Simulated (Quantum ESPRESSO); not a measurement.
# HfC and the effect of the Hubbard U on Hf d

The cell as given:

```cif
data_structure
_symmetry_space_group_name_H-M 'Fm-3m'
_symmetry_Int_Tables_number 225
_cell_length_a 4.6500
_cell_length_b 4.6500
_cell_length_c 4.6500
_cell_angle_alpha 90.000
_cell_angle_beta 90.000
_cell_angle_gamma 90.000
_cell_volume 100.54
loop_
_atom_site_label
_atom_site_type_symbol
_atom_site_symmetry_multiplicity
_atom_site_Wyckoff_symbol
_atom_site_fract_x
_atom_site_fract_y
_atom_site_fract_z
_atom_site_occupancy
Hf1 Hf 4 b 0.50000 0.00000 0.00000 1
C1 C 4 a 0.00000 0.00000 0.00000 1
```

Kept alike: task relaxation of cell and atoms; functional PBEsol; k mesh 10 × 10 × 10; occupations fermi-dirac, width 0.05 eV; no spin polarisation. Program: Quantum ESPRESSO, GBRV 1.5 PBEsol, cutoff 612 eV. The mesh is that of the run's cell of 2 atoms. No spin-orbit coupling.

| Hubbard U on Hf d, U (eV) | volume (Å³/atom) |
| --- | --- |
| 0 | 12.246 |
| 1 | 12.351 |
| 2 | 12.462 |
| 3 | 12.580 |
| 4 | 12.706 |
| 5 | 12.841 |
| 6 | 12.990 |

U acts here on a shell without spin polarisation. The relaxations keep at least the cell's symmetry (Fm-3m). For a metal such a mesh leaves the last digits unconverged. Relaxations stop with a little pressure left, so the last digits of a volume or edge aren't settled. Runs of this series that gave no sound value for these columns are left out. How U acts hangs on the program's projectors.

**Question.** What does the Hubbard U on Hf d change here?

**Answer.** The volume rises from 12.246 to 12.990 Å³/atom between 0 and 6 eV. Measured: 12.5 Å³/atom (a printed reference work); nearest 2, 0.04 Å³/atom off. The runs are for a static lattice.
